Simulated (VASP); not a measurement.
Runs of VASP 6.6.1 on PbF2 (Fluorocronite). Symmetry: Fm-3m, No. 225, cubic system. The conventional cell has a = 5.927 Å, b = 5.927 Å, c = 5.927 Å, α = 90.00°, β = 90.00°, γ = 90.00°. Around Pb (site symmetry m-3m) lie 8 F at 2.57 Å. F (site symmetry -43m) is surrounded by 4 Pb at 2.57 Å. 

```csv
level,potentials or basis,gap on the mesh (eV),pressure (GPa),relaxed volume (Å³/atom)
LDA,"VASP PAW LDA potentials, release 64 (Pb_d, F)",(c),0.0,16.34
PBE,"VASP PAW PBE potentials, release 64 (Pb_d, F)",4.42,0.0,17.95
r2SCAN,"VASP PAW PBE potentials, release 64 (Pb_d, F)",4.93,0.1,(a)
PBEsol,"VASP PAW PBE potentials, release 64 (Pb_d, F)",(b),0.0,17.05
PBE+D3(BJ),"VASP PAW PBE potentials, release 64 (Pb_d, F)",4.42,0.0,17.60
```

Alike in all rows: task relaxation of cell and atoms; no spin polarisation; cell relaxed; k mesh 8 × 8 × 8; cutoff (eV) 600; smearing gaussian 0.03 eV.

Fill in the values left out.

(a) 17.26; (b) 4.30; (c) 4.20.

Caveats: spin-orbit coupling is left out, which as a rule narrows the gap of such compounds by several tenths of an eV; the PAW data sets were made with another functional, which shifts forces and pressure a little (some runs).

A k mesh can miss the band edges, and the runs leave out spin-orbit coupling on Pb.

Not every run made on this cell is shown here.
